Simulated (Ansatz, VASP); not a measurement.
# Cross-check of Fe (Fe wire along [100], 9 atoms a period) between VASP and Ansatz

Wanted: the spread between two codes on one cell, functional and k mesh. The structure shown is the start of the Ansatz relaxation below; VASP solves that cell, so the two are compared at the walk's first step.

Program: Ansatz 0.2.0. Level of theory: plane waves, with VASP 6.6.1 beside it; single point at PBE. Results are calculated unless marked as measured.

**1. The structure**

The cell holds 9 atoms: 9 Fe. Its edges and angles: a = 12.460 Å, b = 12.460 Å, c = 2.830 Å, α = 90.0°, β = 90.0°, γ = 90.0°. Vacuum lies along a and b. The structure's axis is c.

**2. Ansatz: relaxation, PBE**

Ansatz runs on its PAW soft_1 files.

The two programs are compared at the cell with which this relaxation starts, whose forces are those of its first step.

File input.yaml:

```yaml
crystal:
  lattice:
    - [12.46, 0.0, 0.0]
    - [0.0, 12.46, 0.0]
    - [0.0, 0.0, 2.83]
  atoms:
    - { symbol: Fe, position: [0.272873194, 0.5, 0.0], spin: 2.4 }
    - { symbol: Fe, position: [0.5, 0.272873194, 0.0], spin: 2.4 }
    - { symbol: Fe, position: [0.5, 0.5, 0.0], spin: 2.4 }
    - { symbol: Fe, position: [0.5, 0.727126806, 0.0], spin: 2.4 }
    - { symbol: Fe, position: [0.727126806, 0.5, 0.0], spin: 2.4 }
    - { symbol: Fe, position: [0.386436597, 0.386436597, 0.5], spin: 2.4 }
    - { symbol: Fe, position: [0.386436597, 0.613563403, 0.5], spin: 2.4 }
    - { symbol: Fe, position: [0.613563403, 0.386436597, 0.5], spin: 2.4 }
    - { symbol: Fe, position: [0.613563403, 0.613563403, 0.5], spin: 2.4 }
magnetization:
  spin_polarized: true
kpoints:
  mp_grid: { grid: [1, 1, 29] }
scf:
  occupations: { method: fermi_dirac, width: 0.05 }
hamiltonian:
  xc: pbe
  pseudopotentials: { kind: paw, azcp: { folder: soft_1 } }
relax:
  cell: { fix: [a, b, alpha, beta, gamma] }
  max_steps: 45
  f_tol: 0.03
```

Launch:

```bash
$ ansatz run input.yaml --threads 4 --pin off --max-ram 16384MiB --backend cpu --events-out ev --progress --plain --runs-dir out
```

Numbers of over 12 decimals in the logs are rounded to 6 here.

The log of the run:

```text
Engine: ansatz 0.2.0, aarch64-unknown-linux-gnu
Pseudopotentials: kind: paw
Pseudopotential: Fe, paw, valence charge 16, recommended cutoff 420 eV (normal), soft_1/Fe.paw.azcp
Functional definition: PBE
  parameter kappa = 0.804
  parameter beta = 0.066725
  exchange = pbe_x(kappa = kappa, mu = beta*pi^2/3)
  correlation = pbe_c(beta = beta)
Crystal: 9 atoms, lattice volume = 439.362 Å³
Basis set: ecut = 420 eV, 8569 PW (Γ), exchange–correlation on 180×180×40 points (8 copies of the dense FFT grid, shifted against one another)
Bands: 100, of which v1, the nominal top of the filled ones, is band 72 counted from 1 (71 counted from 0)
Symmetry: 16 space group operations
Space group: P4/mmm (ITA 123), of the structure as read, at distance tolerance 7.6e-5 Å
Magnetic group: BNS 123.339 (UNI 999), of the structure as read, at distance tolerance 7.6e-5 Å
k-points: 15 of 29
Non-local potential: Fe, projectors of the file, l = 0: 3, l = 1: 2, l = 2: 3, l = 3: 1
PAW form: soft (Blöchl's): semilocal exchange-correlation on the pseudo side does not see the compensation charge
PAW one-centre angular grid: Fe, 590 points (default); XC on 64 Gauss nodes
Initial density: superposition of atomic densities (neutral atoms: chi_scale 0, normalization atom)
Starting moments: Σ|m| = 21.6 μB on 9 of 9 sites
Initial wavefunctions: pseudopotential atomic-orbital guess
Functional: x = pbe(κ = 0.804, μ = 0.219515), c = pbe(β = 0.066725)
SCF iter   1: F=—  HF=-40311.017109 eV  |F-HF|=—  |Δ(HF+E_count)|=         —  Δρ=3.53e-2 (↑2.07e-2 ↓3.53e-2)  dr2=2.64e1  dr2_m=2.33e0  M=22.976 μB ∫|m|=23.145 μB  β_m=0.30  ethr=3.10e-3  ⟨swp⟩=8.4  Hψ=14296  notcnv=0  defer=97
Mixer restart at iter 1: flushing history
preconditioner: auto → LDOS  [metal: Δε(μ)=0.002 eV  Ē_g=5.408 eV  σ=0.050 eV  W_gap=0.01  n_scr=70 (ndim 8)  ℏωp=15.0 eV  f_vac=0.612  D(μ)=12.72/eV (n_scr^D=78)]
spin=Collinear: LDOS preconditioning applied to the charge; magnetization (m = ρ↑ − ρ↓) channel mixes plain (no charge-response kernel on spin).
SCF iter   2: F=—  HF=-40308.667634 eV  |F-HF|=—  |Δ(HF+E_count)|=    2.35e0  Δρ=2.80e-2 (↑2.80e-2 ↓2.19e-2)  dr2=5.30e0  dr2_m=2.14e0  M=23.982 μB ∫|m|=24.238 μB  β_m=0.41  ethr=3.10e-3  ⟨swp⟩=3.0  Hψ=5267  notcnv=0  defer=326
SCF iter   3: F=—  HF=-40312.857590 eV  |F-HF|=—  |Δ(HF+E_count)|=    4.19e0  Δρ=1.63e-2 (↑1.12e-2 ↓1.63e-2)  dr2=3.41e-1  dr2_m=7.14e-1  M=24.619 μB ∫|m|=25.028 μB  β_m=0.48  ethr=3.10e-3  ⟨swp⟩=2.9  Hψ=5268  notcnv=0  defer=323
SCF iter   4: F=—  HF=-40314.150883 eV  |F-HF|=—  |Δ(HF+E_count)|=    1.29e0  Δρ=1.16e-2 (↑1.16e-2 ↓7.62e-3)  dr2=1.08e-1  dr2_m=3.58e-1  M=25.341 μB ∫|m|=25.905 μB  β_m=0.74  ethr=2.37e-4  ⟨swp⟩=3.0  Hψ=4750  notcnv=0  defer=323
SCF iter   5: F=—  HF=-40314.704803 eV  |F-HF|=—  |Δ(HF+E_count)|=         —  Δρ=2.82e-3 (↑2.82e-3 ↓2.74e-3)  dr2=1.05e-1  dr2_m=1.06e-3  M=25.788 μB ∫|m|=26.615 μB  β_m=0.74  ethr=7.51e-5  ⟨swp⟩=3.2  Hψ=6544  notcnv=0  defer=306
SCF iter   6: F=—  HF=-40314.738025 eV  |F-HF|=—  |Δ(HF+E_count)|=   3.32e-2  Δρ=2.92e-3 (↑2.92e-3 ↓2.01e-3)  dr2=7.06e-2  dr2_m=1.55e-3  M=25.786 μB ∫|m|=26.617 μB  β_m=0.57  ethr=7.27e-5  ⟨swp⟩=2.4  Hψ=5804  notcnv=0  defer=306
SCF iter   7: F=—  HF=-40314.718234 eV  |F-HF|=—  |Δ(HF+E_count)|=   1.98e-2  Δρ=1.21e-3 (↑1.21e-3 ↓7.06e-4)  dr2=9.73e-3  dr2_m=6.78e-4  M=25.805 μB ∫|m|=26.641 μB  β_m=0.76  ethr=4.90e-5  ⟨swp⟩=2.1  Hψ=4606  notcnv=0  defer=306
SCF iter   8: F=—  HF=-40314.715758 eV  |F-HF|=—  |Δ(HF+E_count)|=   2.48e-3  Δρ=3.51e-4 (↑3.51e-4 ↓2.84e-4)  dr2=1.23e-3  dr2_m=3.85e-5  M=25.819 μB ∫|m|=26.665 μB  β_m=0.73  ethr=6.75e-6  ⟨swp⟩=2.0  Hψ=4569  notcnv=0  defer=306
SCF iter   9: F=—  HF=-40314.715724 eV  |F-HF|=—  |Δ(HF+E_count)|=   3.38e-5  Δρ=1.43e-4 (↑1.43e-4 ↓1.06e-4)  dr2=1.01e-4  dr2_m=4.06e-5  M=25.825 μB ∫|m|=26.675 μB  β_m=0.70  ethr=8.54e-7  ⟨swp⟩=2.0  Hψ=4606  notcnv=0  defer=306
[...]
SCF 4 converged in 9 iterations: F = -40314.963376 eV  dr2 = 1.76e-7
relax step   4: F+E_penalty+E_count = -40314.96337566 eV  Δ(F+E_penalty+E_count) = -9.021e-3 eV  max|allowed force component| = 1.808e-2 eV/Å  Δτ_max = 0.0189 Å  P = -0.059 GPa  Ω = 412.171 Å³  energy of the carried Pulay correction = +8.601e-3 eV  fix = [a, b, alpha, beta, gamma]  reactions: a -0.090, b -0.090 GPa  (9 SCF iters, dr2 threshold 5.11e-7 eV, accepted)
Basis set: ecut = 420 eV, 8145 PW (Γ), exchange–correlation on 180×180×36 points (8 copies of the dense FFT grid, shifted against one another)
Initial wavefunctions: pseudopotential atomic-orbital guess (no wavefunctions were taken with the density)
[...]
preconditioner: auto → LDOS  [metal: Δε(μ)=0.046 eV  Ē_g=5.295 eV  σ=0.050 eV  W_gap=0.22  n_scr=28 (ndim 8)  ℏωp=15.5 eV  f_vac=0.627  D(μ)=7.33/eV (n_scr^D=36)]
spin=Collinear: LDOS preconditioning applied to the charge; magnetization (m = ρ↑ − ρ↓) channel mixes plain (no charge-response kernel on spin).
SCF iter   2: F=—  HF=-40314.954408 eV  |F-HF|=—  |Δ(HF+E_count)|=   4.70e-4  Δρ=4.16e-5 (↑4.16e-5 ↓3.79e-5)  dr2=5.85e-5  dr2_m=2.48e-7  M=25.424 μB ∫|m|=26.229 μB  β_m=0.59  ethr=1.34e-7  ⟨swp⟩=2.0  Hψ=4006  notcnv=0  defer=1
SCF iter   3: F=—  HF=-40314.954427 eV  |F-HF|=—  |Δ(HF+E_count)|=   1.87e-5  Δρ=3.22e-5 (↑3.22e-5 ↓1.61e-5)  dr2=6.13e-6  dr2_m=8.92e-7  M=25.422 μB ∫|m|=26.227 μB  β_m=0.56  ethr=4.06e-8  ⟨swp⟩=2.0  Hψ=3997  notcnv=0  defer=1
SCF iter   4: F=—  HF=-40314.954431 eV  |F-HF|=—  |Δ(HF+E_count)|=   4.13e-6  Δρ=1.48e-5 (↑1.28e-5 ↓1.48e-5)  dr2=4.48e-6  dr2_m=2.51e-7  M=25.422 μB ∫|m|=26.227 μB  β_m=0.54  ethr=4.26e-9  ⟨swp⟩=2.5  Hψ=5152  notcnv=0  defer=1
SCF iter   5: F=—  HF=-40314.954434 eV  |F-HF|=—  |Δ(HF+E_count)|=   3.21e-6  Δρ=9.45e-6 (↑9.45e-6 ↓3.37e-6)  dr2=5.01e-7  dr2_m=9.08e-8  M=25.422 μB ∫|m|=26.226 μB  β_m=0.52  ethr=3.11e-9  ⟨swp⟩=2.2  Hψ=4441  notcnv=0  defer=1
SCF iter   6: F=—  HF=-40314.954434 eV  |F-HF|=—  |Δ(HF+E_count)|=   1.95e-7  Δρ=2.50e-6 (↑1.46e-6 ↓2.50e-6)  dr2=4.38e-8  dr2_m=7.90e-9  M=25.421 μB ∫|m|=26.226 μB  β_m=0.57  ethr=3.48e-10  ⟨swp⟩=2.0  Hψ=4015  notcnv=0  defer=1
SCF iter   7: F=—  HF=-40314.954434 eV  |F-HF|=—  |Δ(HF+E_count)|=   3.60e-8  Δρ=9.93e-7 (↑7.69e-7 ↓9.93e-7)  dr2=6.17e-9  dr2_m=1.79e-9  M=25.421 μB ∫|m|=26.226 μB  β_m=0.62  ethr=3.04e-11  ⟨swp⟩=2.3  Hψ=4157  notcnv=0  defer=1
SCF iter   8: F=—  HF=-40314.954433 eV  |F-HF|=—  |Δ(HF+E_count)|=   1.17e-6  Δρ=4.85e-7 (↑4.85e-7 ↓4.31e-7)  dr2=1.54e-9  dr2_m=4.31e-10  M=25.421 μB ∫|m|=26.226 μB  β_m=0.62  ethr=4.28e-12  ⟨swp⟩=3.7  Hψ=5887  notcnv=0  defer=1
SCF iter   9: F=—  HF=-40314.954433 eV  |F-HF|=—  |Δ(HF+E_count)|=   1.65e-9  Δρ=2.06e-7 (↑1.50e-7 ↓2.06e-7)  dr2=1.69e-10  dr2_m=7.38e-11  M=25.421 μB ∫|m|=26.226 μB  β_m=0.78  ethr=1.07e-12  ⟨swp⟩=2.5  Hψ=4316  notcnv=0  defer=1
SCF iter  10: F=—  HF=-40314.954433 eV  |F-HF|=—  |Δ(HF+E_count)|=   1.11e-9  Δρ=5.55e-8 (↑4.82e-8 ↓5.55e-8)  dr2=3.26e-11  dr2_m=1.97e-12  M=25.421 μB ∫|m|=26.226 μB  β_m=0.75  ethr=1.00e-12  ⟨swp⟩=2.3  Hψ=4109  notcnv=0  defer=1
SCF iter  11: F=-40314.954433 eV  HF=-40314.954433 eV  |F-HF|=1.38e-10  |Δ(HF+E_count)|=  2.98e-10  Δρ=4.60e-8 (↑4.60e-8 ↓3.31e-8)  dr2=4.92e-12  dr2_m=4.76e-12  M=25.421 μB ∫|m|=26.226 μB  ethr=1.00e-12  ⟨swp⟩=3.5  Hψ=10474  notcnv=0
SCF 5 converged in 11 iterations: F = -40314.954433 eV  dr2 = 4.92e-12
relax step   5: F+E_penalty+E_count = -40314.95443302 eV  Δ(F+E_penalty+E_count) = +8.943e-3 eV  max|allowed force component| = 1.673e-2 eV/Å  Δτ_max = 0.0000 Å  P = -0.053 GPa  Ω = 412.171 Å³  fix = [a, b, alpha, beta, gamma]  reactions: a -0.082, b -0.082 GPa  stress off target by 6.45e-3 GPa on what of the cell is left free  SCF on the basis re-selected at this cell (its energy is not comparable with the rows above)  (11 SCF iters)
basis re-selected at this cell: Δ(F+E_penalty+E_count) = +8.943e-3 eV, ΔP = +0.007 GPa vs the last step (what re-selecting the basis moved, of the pressure what is left beyond the Pulay correction that the steps carried, after the strain that the cell walked since its last selection, with what the two solves' SCF thresholds leave and, on support functions, any second-order correction that the steps lacked; it is no measure of the basis error at this ecutwfc). The dense FFT grid was sized anew with the basis: this SCF ran on 90×90×18 points, the steps before it on 90×90×20, so part of this shift can come from that change (see relax.cell in the input reference). [rest of the remark cut]
SCF converged after 11 iterations
Magnetization: 25.4214 μB (84.7107 up, 59.2893 down)
Absolute magnetization: 26.2281 μB (∫|ρ↑−ρ↓|, with the PAW one-centre terms)
Spin contamination: 0.4081 ħ² per cell (⟨S²⟩ above its minimum at these occupations)
Per-site moments (μB) at R_I (Å): [(2.819288, 1.001480), (2.819288, 1.001480), (2.594231, 1.007573), (2.819288, 1.001480), (2.819288, 1.001480), (2.659601, 1.001480), (2.659601, 1.001480), (2.659601, 1.001480), (2.659601, 1.001480)]
Free energy (F): -40314.954433 eV
Harris-Foulkes:  -40314.954433 eV  (|F-HF|=1.38e-10)
Internal energy: -40314.892115 eV  (E = F + TS)
E sigma→0 (E₀):  -40314.923274 eV
Entropy (-TS):   -0.062318 eV (-6.924 meV/atom)
Fermi energy:    1.609737 eV
--- Per-component energies (eV) ---
  E_band       = -4344.338747
  E_kinetic    = 2960.253408
  E_local      = -101289.039256  (includes V_loc(G=0)·N_el)
  E_nonlocal   = 2639.772271
  E_hartree    = 47784.336751
  E_xc         = -979.778400
  E_vxc        = -1257.083932  (∫ρ·V_xc dr)
  E_paw        = -12461.247295  (= ΣΔE_a)
  E_vpaw       = -2966.905802  (= ΣTr[D̂ρ^β])
  E_aug_tail   = -0.008760  (compensation charges beyond the density's cutoff)
  E_ewald      = 21030.819166
  E_smearing   = -0.062318  (= −TS)
  E_closure    = 0.000000  (closes the sum)
  Σ components = -40314.954433   (vs F -40314.954433, Δ=0.00e0)
--- Forces (eV/Å), atoms counted from 1 ---
  atom   1  Fe     0.01673110    -0.00000000    -0.00000000
  atom   2  Fe    -0.00000000     0.01673110    -0.00000000
  atom   3  Fe     0.00000000     0.00000000     0.00000000
  atom   4  Fe     0.00000000    -0.01673110     0.00000000
  atom   5  Fe    -0.01673110     0.00000000     0.00000000
  atom   6  Fe    -0.00170982    -0.00170982     0.00000000
  atom   7  Fe    -0.00170982     0.00170982     0.00000000
  atom   8  Fe     0.00170982    -0.00170982    -0.00000000
  atom   9  Fe     0.00170982     0.00170982    -0.00000000
  max |Σ_I F_I| component: 3.25e-18 eV/Å
--- Stress (GPa, compression-positive) ---
       -0.082112       0.000000       0.000000
        0.000000      -0.082112       0.000000
        0.000000       0.000000       0.006454
  P = ⅓ Tr σ = -0.0526 GPa (-0.526 kbar)
--- Relaxed structure (4 steps of the walk, 4 accepted, 1 SCFs on fresh bases) ---
  F+E_penalty+E_count = -40314.95443302 eV   max|allowed force component| = 1.673e-2 eV/Å   (the final SCF, on the basis selected at the relaxed cell)
  cell:  # Å, volume = 412.1706 Å³
    - [12.46, 0, 0]
    - [0, 12.46, 0]
    - [0, 0, 2.654856]
  atoms:
    - { symbol: Fe, position: [0.269285, 0.5, 0] }
    - { symbol: Fe, position: [0.5, 0.269285, 0] }
    - { symbol: Fe, position: [0.5, 0.5, 0] }
    - { symbol: Fe, position: [0.5, 0.730715, 0] }
    - { symbol: Fe, position: [0.730715, 0.5, 0] }
    - { symbol: Fe, position: [0.383638, 0.383638, 0.500000] }
    - { symbol: Fe, position: [0.383638, 0.616362, 0.500000] }
    - { symbol: Fe, position: [0.616362, 0.383638, 0.500000] }
    - { symbol: Fe, position: [0.616362, 0.616362, 0.500000] }
```

(Part 1 of 2 ends here.)

[Lines on the potential files, build, host, timing and source positions are cut from VASP's logs without a mark.]

[Logs are printed without paths, hosts, clocks, repeated set-up lines and the standing remarks that a program may print on its own settings, such as how far it seeks lower states.]

[Hosts, paths, dates, database ids (printed as entryN), source tags and the programs' standing remarks are cut or masked in the printed files.]
